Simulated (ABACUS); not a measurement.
# MgO (Fm-3m) in ABACUS: reference runs

Aim: a first look at MgO with PBE, on the cell as given and on a disturbed one.

Program: ABACUS 3.10.1. These are calculated values, not measurements. Logs are shortened: lines on timing, memory, paths and dates and some standing lists are left out, and cuts for length are marked.

**The experiment to reproduce.**

“Electronic structure of alkaline earth and post-transition metal oxides”, 2009, arxiv:0908.1581 quotes, for a bulk crystal of MgO: band gap 7.83 eV.

The runs below are set against these values where they give the same quantity.

### Step 1. The structure

It takes space group Fm-3m (No. 225, cubic). The conventional cell has a = 4.194 Å, b = 4.194 Å, c = 4.194 Å, α = 90.00°, β = 90.00°, γ = 90.00°. Mg (site symmetry m-3m) has 6 O at 2.10 Å as nearest neighbours. O (site symmetry m-3m) has 6 Mg at 2.10 Å as nearest neighbours.

The cell is a database's computed one.

### Step 2. Single point, PBE

INPUT

```
INPUT_PARAMETERS
suffix              MgO
calculation         scf
basis_type          pw
pseudo_dir          ./
symmetry            1
dft_functional      pbe
ecutwfc             84
pseudo_rcut         10
nspin               1
nbands              12
ks_solver           dav
smearing_method     fd
smearing_sigma      0.00367493
scf_thr             1e-08
scf_nmax            100
mixing_type         broyden
mixing_beta         0.7
cal_force           1
cal_stress          1
kpar                4
```

STRU

```
ATOMIC_SPECIES
Mg 24.3050 Mg.upf
O 15.9990 O.upf

LATTICE_CONSTANT
1.8897261246

LATTICE_VECTORS
0.0000000000 2.0970013927 2.0970013927
2.0970013927 0.0000000000 2.0970013927
2.0970013927 2.0970013927 0.0000000000

ATOMIC_POSITIONS
Direct

Mg
0.0
1
0.0000000000 0.0000000000 0.0000000000 1 1 1

O
0.0
1
0.5000000000 0.5000000000 0.5000000000 1 1 1
```

KPT

```
K_POINTS
0
Gamma
11 11 11 0 0 0
```

Potentials or basis: PseudoDojo NC SR 0.4.1 PBE standard, plane waves.

Run with:

```bash
$ OMP_NUM_THREADS=1 mpirun -np 4 abacus > log
```

running log:

```text
ABACUS v3.10.1

               Atomic-orbital Based Ab-initio Computation at UStc

 ------------------------------------------------------------------------------------

 READING GENERAL INFORMATION
                           global_out_dir = OUT.MgO/
                           global_in_card = INPUT
                               pseudo_dir = ./
                              orbital_dir =
                                    DSIZE = 4
                                    GSIZE = 1

 READING UNITCELL INFORMATION
                                    ntype = 2
                  lattice constant (Bohr) = 1.88973
              lattice constant (Angstrom) = 1

 READING ATOM TYPE 1
                               atom label = Mg
                      L=0, number of zeta = 1
                      L=1, number of zeta = 1
                      L=2, number of zeta = 1
             number of atom for this type = 1

 READING ATOM TYPE 2
                               atom label = O
                      L=0, number of zeta = 1
                      L=1, number of zeta = 1
                      L=2, number of zeta = 1
             number of atom for this type = 1

                        TOTAL ATOM NUMBER = 2
DIRECT COORDINATES
    atom                   x                   y                   z     mag                  vx                  vy                  vz
taud_Mg1            0.0000000000        0.0000000000        0.0000000000  0.0000        0.0000000000        0.0000000000        0.0000000000
taud_O1            0.5000000000        0.5000000000        0.5000000000  0.0000        0.0000000000        0.0000000000        0.0000000000

                          Volume (Bohr^3) = 124.458
                             Volume (A^3) = 18.4427

 Lattice vectors: (Cartesian coordinate: in unit of a_0)
                   +0              +2.097              +2.097
               +2.097                  +0              +2.097
               +2.097              +2.097                  +0
 Reciprocal vectors: (Cartesian coordinate: in unit of 2 pi/a_0)
            -0.238436           +0.238436           +0.238436
            +0.238436           -0.238436           +0.238436
            +0.238436           +0.238436           -0.238436
 The esolver type has been set to : ksdft_pw

                PAO radial cut off (Bohr) = 10

 Read in pseudopotential file is Mg.upf
                     pseudopotential type = NC
          exchange-correlation functional = PBE
                 nonlocal core correction = 0
                        valence electrons = 10
                                     lmax = 1
                           number of zeta = 3
                     number of projectors = 4
                           L of projector = 0
                           L of projector = 0
                           L of projector = 1
                           L of projector = 1
                PAO radial cut off (Bohr) = 10

 Read in pseudopotential file is O.upf
                     pseudopotential type = NC
          exchange-correlation functional = PBE
                 nonlocal core correction = 1
                        valence electrons = 6
                                     lmax = 2
                           number of zeta = 2
                     number of projectors = 5
                           L of projector = 0
                           L of projector = 0
                           L of projector = 1
                           L of projector = 1
                           L of projector = 2
     initial pseudo atomic orbital number = 9

 SETUP THE ELECTRONS NUMBER
            electron number of element Mg = 10
      total electron number of element Mg = 10
             electron number of element O = 6
       total electron number of element O = 6
            AUTOSET number of electrons:  = 16
                           occupied bands = 8
                                   NBANDS = 12
                                   NLOCAL = 18

%%%%%%%%%%%%%%%%%%%%%%%%%%%%%%%%%%%%%%%%%%%%%%%%%%%%%%%%%%%%%%%%%%%%%%%%%%%%%%%%%%%%%%%%%%%%%%%%%%%%%%%%%%
 Warning: the number of valence electrons in pseudopotential > 2 for Mg: [Ne] 3s2
 Pseudopotentials with additional electrons can yield (more) accurate outcomes, but may be less efficient.
 If you're confident that your chosen pseudopotential is appropriate, you can safely ignore this warning.
%%%%%%%%%%%%%%%%%%%%%%%%%%%%%%%%%%%%%%%%%%%%%%%%%%%%%%%%%%%%%%%%%%%%%%%%%%%%%%%%%%%%%%%%%%%%%%%%%%%%%%%%%%

 SETUP THE PLANE WAVE BASIS
 energy cutoff for charge/potential (unit:Ry) = 336
            fft grid for charge/potential = [ 36, 36, 36 ]
                        fft grid division = [ 1, 1, 1 ]
        big fft grid for charge/potential = [ 36, 36, 36 ]
                                     nbxx = 46656
                                     nrxx = 46656

 SETUP PLANE WAVES FOR CHARGE/POTENTIAL
                    number of plane waves = 12939
                         number of sticks = 733

[... 52 lines left out ...]
                     BRAVAIS LATTICE NAME = 02. Cubic I (body-centered)
                                    ibrav = 2
                       right hand lattice = 1
(for k-lattice: )
                             BRAVAIS TYPE = 2
                     BRAVAIS LATTICE NAME = 02. Cubic I (body-centered)
                                    ibrav = 2
                       right hand lattice = 1
                        ROTATION MATRICES = 48
                               nkstot_ibz = 56
K-POINTS REDUCTION ACCORDING TO SYMMETRY
     IBZ    DIRECT_X    DIRECT_Y    DIRECT_Z  WEIGHT  ibz2bz
       1  0.00000000  0.00000000  0.00000000  0.0008       0
       2  0.09090909  0.09090909  0.09090909  0.0060       1
       3  0.18181818  0.18181818  0.18181818  0.0060       2
       4  0.27272727  0.27272727  0.27272727  0.0060       3
       5  0.36363636  0.36363636  0.36363636  0.0060       4
       6  0.45454545  0.45454545  0.45454545  0.0060       5
[... 22 lines left out ...]
      29 -0.36363636  0.36363636  0.36363636  0.0180      40
      30 -0.45454545  0.27272727  0.27272727  0.0090      41
[... 26 further k points ...]

                               nkstot now = 56
[... K-POINTS DIRECT COORDINATES: 56 rows ...]

           k-point number in this process = 14
       minimum distributed K point number = 14
[... stars of the k points ...]

[... K-POINTS CARTESIAN COORDINATES: 14 rows ...]

[... K-POINTS DIRECT COORDINATES: 14 rows ...]

 SETUP PLANE WAVES FOR WAVE FUNCTIONS
     energy cutoff for wavefunc (unit:Ry) = 84
              fft grid for wave functions = [ 36, 36, 36 ]
                    number of plane waves = 2277
                         number of sticks = 235

 PARALLEL PW FOR WAVE FUNCTIONS
     PROC   COLUMNS(POT)             PW
        1            235           2277
 --------------- sum -------------------
        1            235           2277

 SETUP NONLOCAL PSEUDOPOTENTIALS IN PLANE WAVE BASIS
 Mg non-local projectors:
 projector 1 L=0
 projector 2 L=0
 projector 3 L=1
 projector 4 L=1
 O non-local projectors:
 projector 1 L=0
 projector 2 L=0
 projector 3 L=1
 projector 4 L=1
 projector 5 L=2
      TOTAL NUMBER OF NONLOCAL PROJECTORS = 21

 Init Non-Local PseudoPotential table :
 Init Non-Local-Pseudopotential done.

                                     npwx = 1639

 Make real space PAO into reciprocal space.
       max mesh points in Pseudopotential = 1001
     dq(describe PAO in reciprocal space) = 0.01
                                    max q = 1104

 number of pseudo atomic orbitals for Mg is 3
WARNING: norm of atomic wavefunction # 3 of atomic type Mg is 0.9998, renormalized

 number of pseudo atomic orbitals for O is 2

 -------------------------------------------
 SELF-CONSISTENT
 -------------------------------------------
                                 init_chg = atomic

 PW ALGORITHM --------------- ION=   1  ELEC=   1--------------------------------

 Density error is 0.38424132491
                          Error Threshold = 0.01
----------------------------------------------------------
     Energy           Rydberg                 eV
----------------------------------------------------------
 E_KohnSham     -151.9549534779      -2067.4532066248
 E_Harris       -151.1282722901      -2056.2056320411
 E_Fermi        0.7221848947         9.8258295769
----------------------------------------------------------
[... 75 lines left out ...]
 Density error is 1.46685478044e-10
                          Error Threshold = 8.48180340024e-11
----------------------------------------------------------
     Energy           Rydberg                 eV
----------------------------------------------------------
 E_KohnSham     -152.1014168445      -2069.4459429586
 E_KS(sigma->0) -152.1014168445      -2069.4459429586
 E_Harris       -152.1014581770      -2069.4465053153
 E_band         -21.4344305779       -291.6303892452
 E_one_elec     -73.7280195151       -1003.1211676602
 E_Hartree      41.3109526942        562.0643464494
 E_xc           -24.5095843326       -333.4700025347
 E_Ewald        -95.1747656910       -1294.9191192131
 E_entropy(-TS) 0.0000000000         0.0000000000
 E_descf        0.0000000000         0.0000000000
 E_exx          0.0000000000         0.0000000000
 E_Fermi        0.7536370883         10.2537586256
----------------------------------------------------------

 charge density convergence is achieved
 final etot is -2069.445943 eV
 EFERMI = 10.253758626 eV

 STATE ENERGY(eV) AND OCCUPATIONS    NSPIN == 1
 1/14 kpoint (Cartesian) = 0.0000 0.0000 0.0000 (1639 pws)
       1       -64.0975     0.00150263
       2       -30.8513     0.00150263
       3       -30.8513     0.00150263
       4       -30.8513     0.00150263
       5       -9.03932     0.00150263
       6        8.21336     0.00150263
       7        8.21336     0.00150263
       8        8.21336     0.00150263
       9        13.1083    2.41148e-28
      10        24.2488        0.00000
      11        24.2488        0.00000
      12        24.2488        0.00000
[... 57 lines left out ...]
 6/14 kpoint (Cartesian) = 0.10838 0.10838 0.10838 (1616 pws)
       1       -64.0885      0.0120210
       2       -30.9394      0.0120210
       3       -30.8602      0.0120210
       4       -30.8602      0.0120210
       5       -7.72022      0.0120210
       6        3.64589      0.0120210
       7        7.57361      0.0120210
       8        7.57361      0.0120210
       9        16.2248    1.64422e-54
      10        20.9318        0.00000
      11        24.7274        0.00000
      12        24.7274        0.00000

[... levels at 8 further k points ...]

------------------------------------------------------------------------------------------
 TOTAL-FORCE (eV/Angstrom)
------------------------------------------------------------------------------------------
                       Mg1         0.0000000000         0.0000000000         0.0000000000
                        O1         0.0000000000         0.0000000000         0.0000000000
------------------------------------------------------------------------------------------

----------------------------------------------------------------
 TOTAL-STRESS (KBAR)
----------------------------------------------------------------
        67.4592684884         0.0000000000        -0.0000000000
        -0.0000000000        67.4592684884         0.0000000000
        -0.0000000000         0.0000000000        67.4592684884
----------------------------------------------------------------
 TOTAL-PRESSURE: 67.459268 KBAR

 --------------------------------------------
 !FINAL_ETOT_IS -2069.4459429585908765 eV
 --------------------------------------------
```

Wall time 4.6 s (4 MPI ranks of Intel Xeon 6975P-C (Granite Rapids), shared host); peak memory 0.28 GiB.

What came out:

```
Free energy            : -2069.4459 eV
Pressure               : 6.7 GPa
Band gap on the k mesh : 4.89 eV, direct
```

Levels at points of the mesh, in eV from the valence-band top:
```tsv
k point	band 5	band 6	band 7	band 8	band 9	band 10	band 11
(0.00, 0.00, 0.00)	-17.25	0.00	0.00	0.00	4.89	16.04	16.04
```

(Part 1 of 2 ends here.)
